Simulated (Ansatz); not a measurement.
A series in volume per atom on Nb

Equation of state of a cubic crystal from periodic Kohn-Sham density functional theory without spin; pressure corrected for the finite basis. The results are calculated, by Ansatz 0.2.0 development build.

Cell of the first row (space group Fm-3m, No. 225):
```
CELL_PARAMETERS angstrom
0.00000 2.06600 2.06600
2.06600 0.00000 2.06600
2.06600 2.06600 0.00000
ATOMIC_POSITIONS crystal
Nb 0.00000 0.00000 0.00000
```

Settings of every row: formula Nb; structure type fcc; functional PBE; spin treatment none; k mesh 22x22x22; occupation method fermi-dirac; occupation width 0.061225619 eV; wave cutoff 700 eV; datasets hard PAW; density cutoff ratio 4.

Limits: a cubic model structure, not a phase known at ambient conditions; modest k-mesh, values are not fully converged in k; the SCF threshold is loose for a stress in some rows.

```
row  volume per atom (Å³)  energy above lowest point (meV/atom)  pressure (GPa)
  1                17.638                                 38.32          11.383
  2                18.013                                 16.57           7.253
  3                18.388                                  4.07           3.482
  4                18.764                                     0           0.042
  5                19.139                                  3.63          -3.093
  6                19.514                                     ?               ?
  7                 19.89                                 31.29          -8.546
```

Question: what energy above lowest point and pressure should row 6 give?

Worked fit of energy above lowest point. Take u = (V_r/V)^(2/3) − 1 with V_r = 18.576 Å³ an atom, which is twice the finite (Eulerian) strain; such expansions in the strain, on which the Birch-Murnaghan equation of state is built, carry the rest volume and the bulk modulus. The shown rows have u = 0.03515, 0.02073, 0.0068, -0.00669, -0.01971, -0.04454. Least squares give energy above lowest point = 1.028 + 299.33 × u + 21803.5 × u² − 3854 × u³ meV/atom; a parabola predicts inner rows, each left out in turn, worse (root mean square 0.076 against 0.0042 meV/atom). All shown rows lie on it to the printed digit. Its lowest point lies at u = -0.0069, or V = 18.77 Å³ an atom, and the curvature there gives the bulk modulus at fixed shape and fractions, B = (4/9)(1 + u)² E″(u)/V = 164 GPa. The withheld row has u = -0.03231, so the fit gives 1.028 + 299.33 × (-0.03231) + 21803.5 × (-0.03231)² − 3854 × (-0.03231)³ = 14.25 meV/atom.

The calculation gave 14.27 meV/atom. The fit lies 0.02 meV/atom (0.052 % of the column's range) below it; its largest miss of a shown row is 0.00 meV/atom.

Worked fit of pressure. Take u = (V_r/V)^(2/3) − 1 with V_r = 18.576 Å³ an atom, which is twice the finite (Eulerian) strain; such expansions in the strain, on which the Birch-Murnaghan equation of state is built, carry the rest volume and the bulk modulus. The shown rows have u = 0.03515, 0.02073, 0.0068, -0.00669, -0.01971, -0.04454. Least squares give pressure = 1.7227 + 255.284 × u + 555.51 × u² GPa; a straight line predicts inner rows, each left out in turn, worse (root mean square 0.35 against 0.0025 GPa). The rows lie off it by 0.001, 0.000, -0.002, 0.002, 0.000, 0.000. The pressure vanishes at u = -0.0069, or V = 18.77 Å³ an atom, and there the bulk modulus at fixed shape and fractions is B = −V dP/dV = (2/3)(1 + u) dP/du = 164 GPa. The withheld row has u = -0.03231, so the fit gives 1.7227 + 255.284 × (-0.03231) + 555.51 × (-0.03231)² = -5.946 GPa.

The calculation gave -5.948 GPa. The fit lies 0.002 GPa (0.01 % of the column's range) above it; its largest miss of a shown row is 0.002 GPa.
